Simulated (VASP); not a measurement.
# CdTe (F-43m) in VASP: notebook, part 2 of 2

VASP 6.6.1.

### Step 6. Single point, PBEsol+D4, collinear spin, typed start (volume scaled by 0.94)

File INCAR:

```
  PREC = Accurate
  ENCUT = 520
  EDIFF = 1E-6
  ISMEAR = 1
  SIGMA = 0.01
  LREAL = F
  LASPH = T
  NELM = 150
  ALGO = Fast
  ISIF = 2
  LWAVE = F
  LCHARG = F
  ISPIN = 2
  MAGMOM = 1 0
  LORBIT = 11
  NUPDOWN = 1.0
  GGA = PS
  IVDW = 13
  NBANDS = 20
```

File KPOINTS:

```
Automatic mesh
0
Gamma
  7 7 7
```

File POSCAR:

```
CdTe
1.0
    0.0000000000      3.1395734784      3.1395734784
    3.1395734784      0.0000000000      3.1395734784
    3.1395734784      3.1395734784      0.0000000000
Te Cd
1 1
Direct
    0.7500000000      0.7500000000      0.7500000000
    0.0000000000      0.0000000000      0.0000000000
```

Potentials or basis: VASP PAW PBE potentials, release 64 (Te, Cd).

Launch:

```sh
$ cat potpaw_PBE.64/Te/POTCAR potpaw_PBE.64/Cd/POTCAR > POTCAR
$ mpirun -np 1 vasp_std > vasp.out
```

OUTCAR:

```text
PREC = Accurate
   ENCUT = 520
   EDIFF = 1E-6
   ISMEAR = 1
   LREAL = F
   LASPH = T
   NELM = 150
   ISIF = 2
   ISPIN = 2
   LORBIT = 11
   NUPDOWN = 1.0
   GGA = PS
   IVDW = 13

 ion  position               nearest neighbor table
   1  0.750  0.750  0.750-   2 2.72   2 2.72   2 2.72   2 2.72
   2  0.000  0.000  0.000-   1 2.72   1 2.72   1 2.72   1 2.72

  LATTYP: Found a face centered cubic cell.
 ALAT       =     6.2791469568

  Lattice vectors:

 A1 = (   0.0000000000,   3.1395734784,   3.1395734784)
 A2 = (   3.1395734784,   0.0000000000,   3.1395734784)
 A3 = (   3.1395734784,   3.1395734784,   0.0000000000)

Analysis of symmetry for initial positions (statically):
=====================================================================
 Subroutine PRICEL returns:
 Original cell was already a primitive cell.

 Routine SETGRP: Setting up the symmetry group for a
 face centered cubic supercell.

 Subroutine GETGRP returns: Found 24 space group operations
 (whereof 24 operations were pure point group operations)
 out of a pool of 48 trial point group operations.

The static configuration has the point symmetry T_d .

Analysis of symmetry for dynamics (positions and initial velocities):
=====================================================================
 Subroutine PRICEL returns:
 Original cell was already a primitive cell.

 Routine SETGRP: Setting up the symmetry group for a
 face centered cubic supercell.

 Subroutine GETGRP returns: Found 24 space group operations
 (whereof 24 operations were pure point group operations)
 out of a pool of 48 trial point group operations.

The dynamic configuration has the point symmetry T_d .

Analysis of structural, dynamic, and magnetic symmetry:
=====================================================================
 Subroutine PRICEL returns:
 Original cell was already a primitive cell.

 Routine SETGRP: Setting up the symmetry group for a
 face centered cubic supercell.

 Subroutine GETGRP returns: Found 24 space group operations
 (whereof 24 operations were pure point group operations)
 out of a pool of 48 trial point group operations.

The overall configuration has the point symmetry T_d .

 Subroutine INISYM returns: Found 24 space group operations
 (whereof 24 operations are pure point group operations),
 and found     1 'primitive' translations

----------------------------------------------------------------------------------------

                                     Primitive cell

  volume of cell :      61.8931

  direct lattice vectors                    reciprocal lattice vectors
     0.000000000  3.139573478  3.139573478    -0.159257301  0.159257301  0.159257301
     3.139573478  0.000000000  3.139573478     0.159257301 -0.159257301  0.159257301
     3.139573478  3.139573478  0.000000000     0.159257301  0.159257301 -0.159257301

  length of vectors
     4.440027393  4.440027393  4.440027393     0.275841738  0.275841738  0.275841738

  position of ions in fractional coordinates (direct lattice)
     0.750000000  0.750000000  0.750000000
     0.000000000  0.000000000  0.000000000
[... 64 lines left out ...]
   ISTART =      0    job   : 0-new  1-cont  2-samecut
   ICHARG =      2    charge: 1-file 2-atom 10-const
   ISPIN  =      2    spin polarized calculation?
   LNONCOLLINEAR =      F non collinear calculations
   LSORBIT =      F    spin-orbit coupling
   LASPH  =      T    aspherical Exc in radial PAW
   ENCUT  =  520.0 eV  38.22 Ry    6.18 a.u.   8.26  8.26  8.26*2*pi/ulx,y,z
   NELM   =    150;   NELMIN=  2; NELMDL= -5     # of ELM steps
   EDIFF  = 0.1E-05   stopping-criterion for ELM
   LREAL  =      F    real-space projection
   EDIFFG = 0.1E-04   stopping-criterion for IOM
   NSW    =      0    number of steps for IOM
   IBRION =     -1    ionic relax: 0-MD 1-quasi-New 2-CG
   NFREE  =      0    steps in history (QN), initial steepest desc. (CG)
   ISIF   =      2    stress and relaxation
   ISYM   =      2    0-nonsym 1-usesym 2-fastsym
   POTIM  = 0.5000    time-step for ionic-motion
   TEBEG  =    0.0;   TEEND  =   0.0 temperature during run
   PSTRESS=    0.0 pullay stress
   NELECT =      18.0000    total number of electrons
   NUPDOWN=       1.0000    fix difference up-down
   EMIN   =  10.00;   EMAX   =-10.00  energy-range for DOS
   EFERMI =   0.00;   METHOD = LEGACY
   ISMEAR =     1;   SIGMA  =   0.01  broadening in eV -4-tet -1-fermi 0-gaus
   EFERMI_NEDOS =   21; number of points for ismear=-14 and -15
   IALGO  =     68    algorithm
   IMIX   =      4    mixing-type and parameters
     AMIX     =   0.40;   BMIX     =  1.00
     AMIX_MAG =   1.60;   BMIX_MAG =  1.00
  volume/ion in A,a.u.               =      30.95       208.84
  Fermi-wavevector in a.u.,A,eV,Ry     =   1.084638  2.049670 16.006447  1.176441
  Thomas-Fermi vector in A             =   2.220733
   LORBIT       =     11    0 simple, 1 ext, 2 COOP (PROOUT), +10 PAW based schemes
   GGA     = PS    functional components
   LHFCALC =     F    Hartree Fock is set to
   AEXX    =    0.0000 exact exchange contribution
   IVDW    =    13    specifies the selected vdW correction
   LEPSILON=     F    determine dielectric tensor
   LRPA    =     F    only Hartree local field effects (RPA)
 spin polarized calculation
 RMM-DIIS sequential band-by-band and
 Methfessel and Paxton  Order N= 1 SIGMA  =   0.01
  energy-cutoff  :      520.00
  volume of cell :       61.89
 maximum number of plane-waves:      1687
 NGX is ok and might be reduce to    36
   NGX = 17   NGY = 17   NGZ = 17

 number of electron      18.0000003 magnetization       1.0000000

 Free energy of the ion-electron system (eV)
  ---------------------------------------------------
  ext. energy  EPLUGINS =         0.00000000
  ---------------------------------------------------
  free energy    TOTEN  =        -3.78745172 eV

  energy without entropy =       -3.78744334  energy(sigma->0) =       -3.78744893

 E-fermi :   1.9647     XC(G=0):  -9.2843

 val. band max:        5.6607645498   @ k =  -0.2857   0.1429   0.0000
 cond. band min:       2.0106944174   @ k =  -0.4286   0.1429   0.0000
 fundamental gap:     -3.6500701324
 Fermi energy:         5.6981902206

 spin component 1

 k-point     1 :       0.0000    0.0000    0.0000
  band No.  band energies     occupation
      1      -9.1036      1.00000
      2      -5.5792      1.00000
      3      -5.5792      1.00000
      4      -5.5792      1.00000
      5      -5.1990      1.00000
      6      -5.1990      1.00000
[... 436 lines left out ...]
      6      -4.5865      1.00000
[... 12 lines left out ...]
     19      17.0148      0.00000
     20      18.7836      0.00000
 Fermi energy:         1.9647343290

 spin component 2

 k-point     1 :       0.0000    0.0000    0.0000
  band No.  band energies     occupation
      1      -8.7168      1.00000
      2      -5.4610      1.00000
      3      -5.4610      1.00000
      4      -5.4610      1.00000
      5      -5.1106      1.00000
      6      -5.1106      1.00000
[... 449 lines left out ...]
     19      17.4397      0.00000
     20      19.1591      0.00000

------------------------ aborting loop because EDIFF is reached ----------------------------------------

  DFT-D4 for vdW energy calculation

  Edisp (eV):   -0.46852

  FORCE on cell =-STRESS in cart. coord.  units (eV):
  Direction    XX          YY          ZZ          XY          YZ          ZX
  --------------------------------------------------------------------------------------
  -------------------------------------------------------------------------------------
  Total       2.65691     2.65691     2.65691     0.00000     0.00000    -0.00000
  in kB      68.77733    68.77733    68.77733     0.00000     0.00000    -0.00000
  external pressure =       68.78 kB  Pullay stress =        0.00 kB

 VOLUME and BASIS-vectors are now :
 -----------------------------------------------------------------------------
  energy-cutoff  :      520.00
  volume of cell :       61.89
      direct lattice vectors                 reciprocal lattice vectors
     0.000000000  3.139573478  3.139573478    -0.159257301  0.159257301  0.159257301
     3.139573478  0.000000000  3.139573478     0.159257301 -0.159257301  0.159257301
     3.139573478  3.139573478  0.000000000     0.159257301  0.159257301 -0.159257301

 POSITION                                       TOTAL-FORCE (eV/Angst)
 -----------------------------------------------------------------------------------
      4.70936      4.70936      4.70936        -0.000000     -0.000000     -0.000000
      0.00000      0.00000      0.00000         0.000000      0.000000      0.000000
 -----------------------------------------------------------------------------------
    total drift:                                0.000000      0.000000      0.000000

  FREE ENERGIE OF THE ION-ELECTRON SYSTEM (eV)
  ---------------------------------------------------
  free  energy   TOTEN  =        -4.2559747276 eV

  energy  without entropy=       -4.2559663508  energy(sigma->0) =       -4.25597194

 total charge

# of ion       s       p       d       tot
------------------------------------------
    1        1.396   1.966   0.048   3.410
    2        0.562   0.361   9.499  10.422
--------------------------------------------------
tot          1.958   2.327   9.546  13.832

 magnetization (x)

# of ion       s       p       d       tot
------------------------------------------
    1        0.044   0.276   0.021   0.340
    2        0.081   0.051   0.038   0.171
--------------------------------------------------
tot          0.125   0.327   0.059   0.511
```

OSZICAR:

```text
N       E                     dE             d eps       ncg     rms          rms(c)
DAV:   1     0.108724879486E+03    0.10872E+03   -0.79334E+03  1608   0.768E+02
DAV:   2     0.301224765035E+00   -0.10842E+03   -0.10169E+03  1772   0.207E+02
DAV:   3    -0.389126837530E+01   -0.41925E+01   -0.41626E+01  1896   0.414E+01
DAV:   4    -0.392932019300E+01   -0.38052E-01   -0.38020E-01  1980   0.360E+00
DAV:   5    -0.392970886544E+01   -0.38867E-03   -0.41560E-03  1888   0.312E-01    0.115E+01
RMM:   6    -0.379987018298E+01    0.12984E+00   -0.30427E-01  1600   0.361E+00    0.730E+00
RMM:   7    -0.379123380100E+01    0.86364E-02   -0.13271E-02  1672   0.566E-01    0.427E+00
RMM:   8    -0.378765250178E+01    0.35813E-02   -0.38129E-03  1780   0.414E-01    0.780E-01
RMM:   9    -0.378745350404E+01    0.19900E-03   -0.10201E-03  1759   0.240E-01    0.745E-02
RMM:  10    -0.378744284690E+01    0.10657E-04   -0.18398E-04  1828   0.787E-02    0.451E-02
RMM:  11    -0.378745015068E+01   -0.73038E-05   -0.43181E-05  1870   0.361E-02    0.266E-02
RMM:  12    -0.378745148529E+01   -0.13346E-05   -0.54884E-06  1773   0.141E-02    0.180E-02
RMM:  13    -0.378745171977E+01   -0.23449E-06   -0.10934E-06  1381   0.676E-03
   1 F= -.42559747E+01 E0= -.42559719E+01  d E =-.837680E-05  mag=     1.0000
```

Run time: 29 s. Hardware: 1 thread of Intel Xeon Platinum 8488C (Sapphire Rapids), shared host; peak memory 0.25 GiB.

Results:

```yaml
Free_energy: -4.2560 eV
Pressure: 6.9 GPa
Net_moment: 1.00 μB per cell
Site_moments: Te +0.34; Cd +0.17 μB
Valence_electrons_inside_the_program's_atomic_spheres: Te 3.41; Cd 10.42
Dispersion_energy_per_atom: -0.234 eV
```

Caveat: the PAW data sets were made with another functional, which shifts forces and pressure a little; the total moment is fixed, so each spin has its own Fermi level. Spin-orbit coupling is left out, which matters for the levels of Te.

### Step 7. Overview

| level | spin | fixed moment (μB) | cell | k mesh | smearing | exchange at q = 0 | grid for exact exchange (PRECFOCK) | mesh quality | gap on the mesh (eV) | pressure (GPa) | moment (μB) |
| --- | --- | --- | --- | --- | --- | --- | --- | --- | --- | --- | --- |
| PBE0 | off | - | F-43m, 30.95 Å³/atom | 4 × 4 × 4 | fermi-dirac 0.05 eV | truncated | Normal | coarse | 2.55 | 7.3 | - |
| PBEsol+D4 | collinear, typed start | 1.0 | volume scaled by 0.98 | 7 × 7 × 7 | methfessel-paxton 0.01 eV | - | - | not flagged | - | 5.0 | 1.00 |
| PBEsol+D4 | collinear, typed start | 1.0 | volume scaled by 0.96 | 7 × 7 × 7 | methfessel-paxton 0.01 eV | - | - | not flagged | - | 5.7 | 1.00 |
| PBE | off | - | F-43m, 32.92 Å³/atom | 4 × 4 × 4 | fermi-dirac 0.04 eV | - | - | coarse | 0.86 | 4.6 | - |
| PBEsol+D4 | collinear, typed start | 1.0 | volume scaled by 0.94 | 7 × 7 × 7 | methfessel-paxton 0.01 eV | - | - | not flagged | - | 6.9 | 1.00 |

Alike in all rows: task single point; potentials or basis VASP PAW PBE potentials, release 64 (Te, Cd); cutoff (eV) 520.

Caveats: some runs use coarse meshes; the PAW data sets were made with another functional, which shifts forces and pressure a little (some runs); the total moment is fixed, so each spin has its own Fermi level (some runs); spin-orbit coupling is left out, which moves the levels of the heavy elements (some runs).

Absolute energies hang on the potentials; compare differences alone.
